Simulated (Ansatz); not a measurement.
Input of an Ansatz 0.2.0 run:

input.yaml

```yaml
crystal:
  lattice:
    - [0.0, 2.82685, 2.82685]
    - [2.82685, 0.0, 2.82685]
    - [2.82685, 2.82685, 0.0]
  atoms:
    - { symbol: As, position: [0.75, 0.75, 0.75] }
    - { symbol: Ga, position: [0.0, 0.0, 0.0] }
kpoints:
  mp_grid: { grid: [6, 6, 6] }
scf:
  occupations: { method: fermi_dirac, width: 0.05 }
hamiltonian:
  xc: pbe0
  pseudopotentials: { kind: all_electron, datasets: crystal }
output:
  forces: true
  stress: true
```

Potentials or basis: all-electron PAW datasets made for the crystal.

Run with:

```sh
$ ansatz run input.yaml --threads 1 --pin off --max-ram 3072MiB --backend cpu --events-out ev --progress --plain --runs-dir out
```

(1) What does it give for the band gap on the k mesh?

(2) What does it give for the pressure?

Results:

(1) 2.02 eV, direct.

(2) 1.0 GPa.

**The experiment to reproduce.**

“Evidence of valence band perturbations in GaAsN/GaAs(001): A combined variable-angle spectroscopic ellipsometry and modulated photoreflectance investigation”, 2008, arxiv:0805.2212 reports, for a bulk crystal of GaAs at 300 K: band gap 1.412 ± 0.01 eV (direct).

Measured gap of GaAs: 1.412 eV (direct; 300 K; “Evidence of valence band perturbations in GaAsN/GaAs(001): A combined variable-angle spectroscopic ellipsometry and modulated photoreflectance investigation”, 2008, arxiv:0805.2212). This calculation gives 2.02 eV (+0.61 eV). 3 values of this kind are on record (1.412 to 1.51 eV); this one was drawn at random among those near their median, those with a stated uncertainty first. Spin-orbit coupling on As, Ga is left out. The value is that of PBE0 on a finite k mesh, which can miss the band edges, without temperature or zero-point motion.
